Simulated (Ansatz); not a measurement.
# TiAl: the cost of one run

Program: Ansatz 0.2.0. Level of theory: DFT PBE, scalar-relativistic, plane waves, PAW. These are calculated values, not measurements.

2 further runs of the same task are left out: 1 that didn't finish, 1 set aside as unsound or not needed.

## 1. The structure to begin with

Symmetry: Pmma, No. 51, orthorhombic system. Conventional cell: a = 4.629 Å, b = 2.866 Å, c = 4.892 Å, α = 90.00°, β = 90.00°, γ = 90.00°. Around Ti (site symmetry mm2) lie 4 Ti at 2.80 to 2.87 Å and 8 Al at 2.83 to 2.86 Å. Al (site symmetry mm2) has 4 Al at 2.80 to 2.87 Å and 8 Ti at 2.83 to 2.86 Å as nearest neighbours.

Structure file:

```cif
data_structure
_symmetry_space_group_name_H-M 'Pmma'
_symmetry_Int_Tables_number 51
_cell_length_a 4.6288
_cell_length_b 2.8662
_cell_length_c 4.8918
_cell_angle_alpha 90.000
_cell_angle_beta 90.000
_cell_angle_gamma 90.000
_cell_volume 64.90
loop_
_atom_site_label
_atom_site_type_symbol
_atom_site_symmetry_multiplicity
_atom_site_Wyckoff_symbol
_atom_site_fract_x
_atom_site_fract_y
_atom_site_fract_z
_atom_site_occupancy
Ti1 Ti 2 f 0.25000 0.50000 0.66088 1
Al1 Al 2 e 0.75000 0.00000 0.83861 1
```

It is the end of an earlier relaxation with the same method, from a generated guess; it needn't be the stable form of this composition. At a tolerance of 0.05 Å it has space group Pmma (No. 51); it has 16.22 Å³/atom, an uncorrected energy of -0.36 eV/atom over the elements.

## 2. Electronic structure at the relaxed geometry

Contents of input.yaml:

```yaml
crystal:
  lattice:
    - [4.6288307024, 0.0, 0.0]
    - [0.0, 2.8661781508, 0.0]
    - [0.0, 0.0, 4.8917615555]
  atoms:
    - { symbol: Ti, position: [0.25, 0.5, 0.6608759814] }
    - { symbol: Ti, position: [0.75, 0.5, 0.3391240186] }
    - { symbol: Al, position: [0.75, 0.0, 0.8386065055] }
    - { symbol: Al, position: [0.25, 0.0, 0.1613934945] }
basis:
  ecutwfc: 420
kpoints:
  mp_grid: { grid: [10, 16, 10] }
  band_path:
    path:
      - [[0.0, 0.0, 0.0], [0.5, 0.0, 0.0], [0.5, 0.5, 0.0], [0.0, 0.5, 0.0], [0.0, 0.0, 0.0], [0.0, 0.0, 0.5], [0.5, 0.0, 0.5], [0.5, 0.5, 0.5], [0.0, 0.5, 0.5], [0.0, 0.0, 0.5]]
      - [[0.5, 0.0, 0.0], [0.5, 0.0, 0.5]]
      - [[0.0, 0.5, 0.0], [0.0, 0.5, 0.5]]
      - [[0.5, 0.5, 0.0], [0.5, 0.5, 0.5]]
    npoints: 14
hamiltonian:
  xc: pbe
scf:
  occupations: { method: gaussian, width: 0.1 }
  n_extra_bands: 10
output:
  forces: true
  stress: true
  eigenvalues: true
  populations: true
  dos: { projected: true, de: 0.02, nscf_kmesh: { grid: [12, 20, 12] } }
  bader: true
  write_density: true
  write_potential: true
  elf: true
  volumetric_format: npy
```

Started as:

```
$ ansatz run input.yaml --threads 1 --pin off --max-ram 2560MiB --backend cpu --events-out ev --progress --plain --runs-dir out
```

Q: Estimate wall time and peak memory on 1 thread of Intel Xeon at 2.70GHz, shared host.

About 83 s, with a peak of 0.83 GiB.
